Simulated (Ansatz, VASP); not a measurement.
**ZnS: VASP beside Ansatz**

INCAR

```
SYSTEM = ZnS
  PREC = Accurate
  ENCUT = 600
  EDIFF = 1E-7
  ISMEAR = -1
  SIGMA = 0.05
  LREAL = .False.
  LASPH = .True.
  NELM = 100
  ALGO = Normal
  ISIF = 3
  LWAVE = .False.
  LCHARG = .False.
  GGA = PE
  IBRION = 2
  NSW = 80
  EDIFFG = -0.01
```

Contents of KPOINTS:

```
regular mesh
0
Gamma
  6 6 6
  0 0 0
```

POSCAR

```
ZnS
1.0
    3.8212050000      0.0000000000      0.0000000000
    1.9106025000      3.3092606031      0.0000000000
    1.9106025000      1.1030868677      3.1200008175
Zn S
1 1
Direct
    0.2500000000      0.2500000000      0.2500000000
    0.0000000000      0.0000000000      0.0000000000
```

Input for Ansatz:

```yaml
crystal:
  lattice:
    - [3.821205, 0.0, 0.0]
    - [1.9106025000000004, 3.3092606030681155, 0.0]
    - [1.9106025000000004, 1.1030868676893721, 3.120000817523931]
  atoms:
    - { symbol: Zn, position: [0.25, 0.25, 0.25] }
    - { symbol: S, position: [0.0, 0.0, 0.0] }
kpoints:
  mp_grid:
    grid: [6, 6, 6]
hamiltonian:
  xc: pbe
  dispersion: none
scf:
  occupations:
    method: fermi_dirac
    width: 0.05
relax:
  cell: {}
```

Alike in both runs: task relaxation of cell and atoms; functional PBE; k mesh 6 × 6 × 6; occupations fermi-dirac, width 0.05 eV; no spin polarisation.

|  | VASP | Ansatz |
| --- | --- | --- |
| version | VASP 6.6.1 | Ansatz 0.2.0 |
| potentials or method | VASP PAW PBE potentials, release 64 (Zn, S) | plane waves, PAW |
| plane-wave cutoff (eV) | 600 | 420 |
| valence electrons in the cell | 18 | 18 |

```csv
,VASP,Ansatz,Ansatz less VASP
relaxed volume (Å³/atom),20.21,20.16,-0.047
relaxed cell length with the largest relative difference (Å),3.852,3.849,-0.0030
energy change over the relaxation (meV/atom),-3,-2,+0.4
```

PBE usually gives volumes a little too large and moduli too small. Zero-point motion and thermal expansion aren't in these numbers.
